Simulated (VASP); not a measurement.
**Ga: relaxation of cell and atoms with PBEsol**

The system is Ga.

```
CELL_PARAMETERS angstrom
1.38300 -4.02650 0.00000
1.38300 4.02650 0.00000
-0.11745 0.00000 3.32993
ATOMIC_POSITIONS crystal
Ga 0.13100 0.86900 0.75000
Ga 0.86900 0.13100 0.25000
```

This isn't the form of Ga at room conditions, which is orthorhombic.

```json
{
  "Program": "VASP 6.6.1",
  "Task": "relaxation of cell and atoms",
  "Functional": "PBEsol",
  "Potentials or basis": "VASP PAW PBE potentials, release 64 (Ga_d)",
  "Cutoff": "600 eV",
  "k mesh": "7 × 7 × 6",
  "Occupations": "fermi-dirac, width 0.05 eV",
  "Spin": "no spin polarisation",
  "Further INCAR settings": "ALGO = Normal; EDIFF = 1e-06; IBRION = 2; EDIFFG = -0.02; NSW = 40; ISIF = 3"
}
```

```yaml
Relaxed_volume: 18.08 Å³/atom
Relaxed_cell: a = 4.257 Å, b = 4.257 Å, c = 3.424 Å, α = 91.43°, β = 91.43°, γ = 144.22°
Space_group_after_relaxing_to_0.05_Å: C2/c (No. 15)
Energy_gained_by_relaxing: 18.3 meV/atom
Ionic_steps: 30
Pressure_after_relaxing: 0.0 GPa
Largest_force_after_relaxing: 0.004 eV/Å
Band_gap_on_the_k_mesh: none (metal or under the smearing width)
```

Forces on the atoms (eV/Å):
```
Ga   0.000 -0.004  0.000
Ga   0.000  0.004  0.000
```

Stress tensor (GPa, compression positive):
```
 0.12  0.00  0.07
 0.00 -0.17  0.00
 0.07  0.00 -0.02
```

The path:
| step | energy change (eV) | largest force (eV/Å) | pressure (GPa) | volume (Å³) |
| --- | --- | --- | --- | --- |
| 1 | 0.0000 | 0.1403 | -1.57 | 37.09 |
| 2 | -0.0089 | 0.0657 | 0.11 | 36.12 |
| 3 | -0.0093 | 0.0512 | 0.26 | 35.96 |
| 4 | -0.0090 | 0.0224 | 0.80 | 35.64 |
| 5 | -0.0093 | 0.0448 | 0.44 | 35.87 |
| 6 | -0.0119 | 0.0001 | 0.10 | 35.96 |
| 7 | -0.0161 | 0.1347 | -0.80 | 36.22 |
| 8 | -0.0160 | 0.1039 | -0.16 | 36.16 |
| 9 | -0.0161 | 0.1194 | -0.49 | 36.19 |
| 10 | -0.0171 | 0.1328 | -0.44 | 36.19 |
| 11 | -0.0178 | 0.1485 | -0.45 | 36.18 |
| 12 | -0.0174 | 0.1764 | -0.46 | 36.16 |
| 13 | -0.0180 | 0.1578 | -0.36 | 36.17 |
| 14 | -0.0194 | 0.1445 | -0.56 | 36.13 |
| 15 | -0.0227 | 0.1021 | -0.05 | 35.99 |
| 16 | -0.0273 | 0.0178 | 0.58 | 35.70 |
| 17 | -0.0284 | 0.1332 | 2.03 | 35.12 |
| 18 | -0.0303 | 0.0364 | 1.05 | 35.48 |
| 19 | -0.0308 | 0.0852 | 1.46 | 35.30 |
| 20 | -0.0323 | 0.0985 | 1.18 | 35.43 |
| 21 | -0.0326 | 0.1048 | 1.16 | 35.49 |
| 22 | -0.0342 | 0.0901 | 0.82 | 35.68 |
| 23 | -0.0359 | 0.0624 | 0.12 | 36.06 |
| 24 | -0.0360 | 0.0535 | -0.30 | 36.19 |
| 25 | -0.0360 | 0.0589 | 0.07 | 36.13 |
| 26 | -0.0360 | 0.0558 | -0.10 | 36.16 |
| 27 | -0.0362 | 0.0430 | -0.06 | 36.16 |
| 28 | -0.0365 | 0.0053 | -0.01 | 36.15 |
| 29 | -0.0365 | 0.0109 | 0.00 | 36.15 |
| 30 | -0.0366 | 0.0040 | -0.02 | 36.15 |

Final structure:
```xyz
2
Lattice="1.3070 -4.0510 -0.0349 1.3070 4.0510 -0.0349 -0.1871 0.0000 3.4190" Properties=species:S:1:pos:R:3 pbc="T T T"
Ga    1.1667    2.9858    2.5293
Ga    1.2603   -2.9858    0.8198
```

Levels at points of the mesh, in eV from the Fermi level:
```csv
k point,band 11,band 12,band 13,band 14,band 15,band 16
"(0.00, 0.00, 0.00)",-11.50,-2.38,-2.22,0.80,4.74,9.25
"(0.00, 0.00, 0.50)",-8.23,-8.23,1.20,1.20,1.99,1.99
```

Run time: 12 min on 1 thread of AMD EPYC 9R45 (Zen 5) (shared host), peak memory 0.2 GiB.

Caveat: the PAW data sets were made with another functional, which shifts forces and pressure a little.
